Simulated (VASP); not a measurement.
# BAs (F-43m) in VASP: further runs, part 2 of 2

VASP 6.6.1. Earlier steps stand in the parts before.

### 3 G0W0 quasiparticle levels, PBE

The input, POSCAR:

```
BAs
1.0
    0.0000000000      2.3885000000      2.3885000000
    2.3885000000      0.0000000000      2.3885000000
    2.3885000000      2.3885000000      0.0000000000
As B
1 1
Direct
    0.7500000000      0.7500000000      0.7500000000
    0.0000000000      0.0000000000      0.0000000000
```

The input, INCAR.step1:

```
PREC = Accurate ; ENCUT = 450
EDIFF = 1E-8 ; ISMEAR = 0
SIGMA = 0.01 ; LREAL = F
LASPH = T ; NELM = 60
ALGO = Fast ; LWAVE = T
LCHARG = F ; GGA = PE
```

The input, INCAR.step2:

```
PREC = Accurate ; ENCUT = 450
EDIFF = 1E-8 ; ISMEAR = 0
SIGMA = 0.01 ; LREAL = F
LASPH = T ; NELM = 1
ALGO = Exact ; LWAVE = T
LCHARG = F ; GGA = PE
NBANDS = 167 ; LOPTICS = T
ISTART = 1
```

The input, INCAR.step3:

```
PREC = Accurate ; ENCUT = 450
EDIFF = 1E-8 ; ISMEAR = 0
SIGMA = 0.01 ; LREAL = F
LASPH = T ; ALGO = EVGW0
LWAVE = F ; LCHARG = F
GGA = PE ; NELMGW = 1
NBANDS = 167 ; ENCUTGW = 100
NOMEGA = 48 ; PRECFOCK = Fast
ISTART = 1 ; NBANDSGW = 12
```

The input, KPOINTS:

```
Automatic mesh
0
Gamma
  3 3 3
```

Potentials or basis: VASP PAW PBE potentials, release 64 (As_GW, B_GW).

Started as:

```bash
$ cat potpaw_PBE.64/As_GW/POTCAR potpaw_PBE.64/B_GW/POTCAR > POTCAR
$ cp INCAR.step1 INCAR
$ mpirun -np 1 vasp_std > vasp.out
$ cp INCAR.step2 INCAR
$ mpirun -np 1 vasp_std > vasp.out
$ cp INCAR.step3 INCAR
$ mpirun -np 1 vasp_std > vasp.out
```

OUTCAR:

```text
PREC = Accurate
   ENCUT = 450
   EDIFF = 1E-8
   ISMEAR = 0
   LREAL = F
   LASPH = T
   GGA = PE
   NELMGW = 1
   ENCUTGW = 100
   PRECFOCK = Fast
   ISTART = 1

 Found      4 irreducible k-points:

 Following reciprocal coordinates:
            Coordinates               Weight
  0.000000  0.000000  0.000000      1.000000
  0.333333  0.000000  0.000000      8.000000
  0.333333  0.333333  0.000000      6.000000
 -0.333333  0.333333  0.000000     12.000000
   k-points           NKPTS =      4   k-points in BZ     NKDIM =     27   number of bands    NBANDS=    167
   number of dos      NEDOS =    301   number of ions     NIONS =      2
   total plane-waves  NPLWV =  13824
   dimension x,y,z NGX =    24 NGY =   24 NGZ =   24
   dimension x,y,z NGXF=    48 NGYF=   48 NGZF=   48
   ions per type =               1   1
   NGX,Y,Z   is equivalent  to a cutoff of  11.81, 11.81, 11.81 a.u.
   NGXF,Y,Z  is equivalent  to a cutoff of  23.62, 23.62, 23.62 a.u.
 SYSTEM =  unknown system
[... 53 lines left out ...]
   NELMHF              =     1    number of iterations in the inner HF iteration
   NKREDLFX            =     1    NKREDLFY  =   1   NKREDLFZ  =   1
 non-spin polarized calculation
 Gauss-broadening in eV      SIGMA  =   0.01
  energy-cutoff  :      450.00
  volume of cell :       27.25
 maximum number of plane-waves:       609
  NGX = 14; NGY = 14; NGZ = 14
   NGX = 11   NGY = 11   NGZ = 11
 maximum number of plane-waves:        64
 NGX is ok and might be reduce to    14

 QP shifts <psi_nk| G(iteration)W_0 |psi_nk>: iteration 1
 for sc-GW calculations column KS-energies equals QP-energies in previous step
 and V_xc(KS)=  KS-energies - (<T + V_ion + V_H > + <T+V_H+V_ion>^1  + <V_x>^1)

 k-point   1 :       0.0000    0.0000    0.0000
  band No.  KS-energies  QP-energies   sigma(KS)   V_xc(KS)     V^pw_x(r,r')   Z            occupation Imag(sigma)

      1      -9.1660      -9.8856     -12.6220     -11.6436     -19.5361       0.7356       2.0000       1.2962
      2       6.2712       5.8423     -13.1556     -12.6127     -14.7586       0.7900       2.0000       0.0977
      3       6.2712       5.8423     -13.1556     -12.6127     -14.7586       0.7900       2.0000       0.0977
      4       6.2712       5.8423     -13.1556     -12.6127     -14.7586       0.7900       2.0000       0.0977
      5       9.5022       9.8099     -10.9795     -11.3720      -6.3473       0.7838       0.0000      -0.0737
      6       9.5022       9.8099     -10.9795     -11.3720      -6.3473       0.7838       0.0000      -0.0737
      7       9.5022       9.8099     -10.9795     -11.3720      -6.3473       0.7838       0.0000      -0.0737
      8      10.9398      11.5325     -11.8213     -12.6009      -6.1731       0.7602       0.0000      -0.1349
      9      15.8266      15.7169      -8.9493      -8.8101      -2.9261       0.7880       0.0000      -0.3030
     10      19.1544      19.1689     -10.3849     -10.4036      -4.3233       0.7734       0.0000      -0.2805
     11      19.1544      19.1689     -10.3849     -10.4036      -4.3233       0.7734       0.0000      -0.2805
     12      20.5662      20.4170      -9.1400      -8.9570      -2.4337       0.8151       0.0000      -0.6743
[... 36 lines left out ...]
      1      -5.3389      -5.8906     -12.9986     -12.2478     -18.4720       0.7348       2.0000       0.7079
      2      -1.6114      -2.3597     -12.9597     -11.9691     -17.1029       0.7554       2.0000       0.3983
      3       0.1557      -0.5206     -11.8771     -11.0017     -14.8096       0.7726       2.0000       0.2022
      4       3.1963       2.6573     -12.7072     -12.0124     -15.0695       0.7758       2.0000       0.1262
      5       8.7106       8.7830     -10.1767     -10.2680      -5.4294       0.7917       0.0000      -0.0829
      6      13.5084      13.9457     -11.1185     -11.6901      -5.1125       0.7650       0.0000      -0.2115
      7      14.3617      14.7795     -11.1691     -11.7081      -5.1334       0.7752       0.0000      -0.2615
      8      15.6007      15.9248     -11.2807     -11.7060      -4.9689       0.7623       0.0000      -0.3066
      9      15.7170      15.8136     -10.2547     -10.3779      -4.5681       0.7853       0.0000      -0.2299
     10      18.3558      18.3304     -10.0147      -9.9829      -4.0989       0.7990       0.0000      -0.3309
     11      23.1158      23.4116     -10.9128     -11.3129      -3.3076       0.7394       0.0000      -0.7721
     12      24.7319      24.6500      -9.4057      -9.3001      -2.4061       0.7758       0.0000      -0.7634
```

Wall time 20 s (1 thread of AMD EPYC 9R14 (Zen 4), shared host); peak memory 0.15 GiB.

The run converged, but some of its settings lie outside the range that counts as converged, so its numbers aren't taken as properties of the crystal.

What came out:

| Item | Value |
| --- | --- |
| Band gap on the k mesh, mean-field level | 1.24 eV, indirect (least direct gap 3.23 eV) |
| Quasiparticle gap | 1.72 eV |
| Least direct quasiparticle gap | 3.97 eV |

Caveat: the k mesh is coarse (spacing up to 0.76 Å⁻¹), so the values aren't converged; bands, screening cutoff and mesh are small and nothing is extrapolated, so the quasiparticle values aren't converged; an odd mesh through Γ misses points on the zone boundary, where band edges often lie.

### 4 G0W0 quasiparticle levels, PBE

POSCAR is that of step 3.

INCAR.step1 is that of step 3.

INCAR.step2 is that of step 3.

INCAR.step3, as its differences from that of step 3:

```diff
@@ -6,3 +6,3 @@
 GGA = PE ; NELMGW = 1
-NBANDS = 167 ; ENCUTGW = 100
+NBANDS = 167 ; ENCUTGW = 150
 NOMEGA = 48 ; PRECFOCK = Fast
```

KPOINTS is that of step 3.

Potentials or basis: VASP PAW PBE potentials, release 64 (As_GW, B_GW).

Started as:

```bash
$ cat potpaw_PBE.64/As_GW/POTCAR potpaw_PBE.64/B_GW/POTCAR > POTCAR
$ cp INCAR.step1 INCAR
$ mpirun -np 1 vasp_std > vasp.out
$ cp INCAR.step2 INCAR
$ mpirun -np 1 vasp_std > vasp.out
$ cp INCAR.step3 INCAR
$ mpirun -np 1 vasp_std > vasp.out
```

OUTCAR:

```text
PREC = Accurate
   ENCUT = 450
   EDIFF = 1E-8
   ISMEAR = 0
   LREAL = F
   LASPH = T
   GGA = PE
   NELMGW = 1
   ENCUTGW = 150
   PRECFOCK = Fast
   ISTART = 1

 Found      4 irreducible k-points:

 Following reciprocal coordinates:
[... 84 lines left out ...]

      1      -9.1660      -9.9955     -12.7723     -11.6436     -19.5361       0.7349       2.0000       1.2913
      2       6.2712       5.6869     -13.3533     -12.6127     -14.7586       0.7889       2.0000       0.0799
      3       6.2712       5.6869     -13.3533     -12.6127     -14.7586       0.7889       2.0000       0.0799
      4       6.2712       5.6869     -13.3533     -12.6127     -14.7586       0.7889       2.0000       0.0799
      5       9.5022       9.7267     -11.0854     -11.3720      -6.3473       0.7832       0.0000      -0.0856
      6       9.5022       9.7267     -11.0854     -11.3720      -6.3473       0.7832       0.0000      -0.0856
      7       9.5022       9.7267     -11.0854     -11.3720      -6.3473       0.7832       0.0000      -0.0856
      8      10.9398      11.4053     -11.9875     -12.6009      -6.1731       0.7587       0.0000      -0.1493
      9      15.8266      15.6775      -8.9995      -8.8101      -2.9261       0.7875       0.0000      -0.3113
     10      19.1544      19.1089     -10.4624     -10.4036      -4.3233       0.7734       0.0000      -0.2858
     11      19.1544      19.1089     -10.4624     -10.4036      -4.3233       0.7734       0.0000      -0.2858
     12      20.5662      20.4027      -9.1574      -8.9570      -2.4337       0.8158       0.0000      -0.6838
[... 36 lines left out ...]
      1      -5.3389      -6.0184     -13.1731     -12.2478     -18.4720       0.7343       2.0000       0.6863
      2      -1.6114      -2.4849     -13.1265     -11.9691     -17.1029       0.7547       2.0000       0.3810
      3       0.1557      -0.6180     -12.0041     -11.0017     -14.8096       0.7719       2.0000       0.1864
      4       3.1963       2.5289     -12.8737     -12.0124     -15.0695       0.7750       2.0000       0.1057
      5       8.7106       8.7192     -10.2572     -10.2680      -5.4294       0.7912       0.0000      -0.0955
      6      13.5084      13.8605     -11.2293     -11.6901      -5.1125       0.7640       0.0000      -0.2230
      7      14.3617      14.6932     -11.2800     -11.7081      -5.1334       0.7743       0.0000      -0.2714
      8      15.6007      15.8235     -11.4133     -11.7060      -4.9689       0.7615       0.0000      -0.3166
      9      15.7170      15.7352     -10.3546     -10.3779      -4.5681       0.7844       0.0000      -0.2382
     10      18.3558      18.2722     -10.0875      -9.9829      -4.0989       0.7990       0.0000      -0.3368
     11      23.1158      23.3355     -11.0156     -11.3129      -3.3076       0.7390       0.0000      -0.7897
     12      24.7319      24.6203      -9.4439      -9.3001      -2.4061       0.7759       0.0000      -0.7717
```

OUTCAR.step1:

```text
PREC = Accurate
   ENCUT = 450
   EDIFF = 1E-8
   ISMEAR = 0
   LREAL = F
   LASPH = T
[... 150 lines left out ...]
 -----------------------------------------------------------------------------------
      3.58275      3.58275      3.58275        -0.000000     -0.000000     -0.000000
      0.00000      0.00000      0.00000         0.000000      0.000000      0.000000
 -----------------------------------------------------------------------------------
    total drift:                               -0.000000     -0.000000     -0.000000

  FREE ENERGIE OF THE ION-ELECTRON SYSTEM (eV)
  ---------------------------------------------------
  free  energy   TOTEN  =       -10.7745355402 eV

  energy  without entropy=      -10.7745355402  energy(sigma->0) =      -10.77453554
```

Wall time 20 s (1 thread of AMD EPYC 9R14 (Zen 4), shared host); peak memory 0.15 GiB.

These settings aren't checked as converged: the numbers below hold their error.

What came out:

```yaml
Band_gap_on_the_k_mesh_mean-field_level: 1.24 eV, indirect (least direct gap 3.23 eV)
Quasiparticle_gap: 1.81 eV
Least_direct_quasiparticle_gap: 4.04 eV
```

Caveat: the k mesh is coarse (spacing up to 0.76 Å⁻¹), so the values aren't converged; bands, screening cutoff and mesh are small and nothing is extrapolated, so the quasiparticle values aren't converged; an odd mesh through Γ misses points on the zone boundary, where band edges often lie.
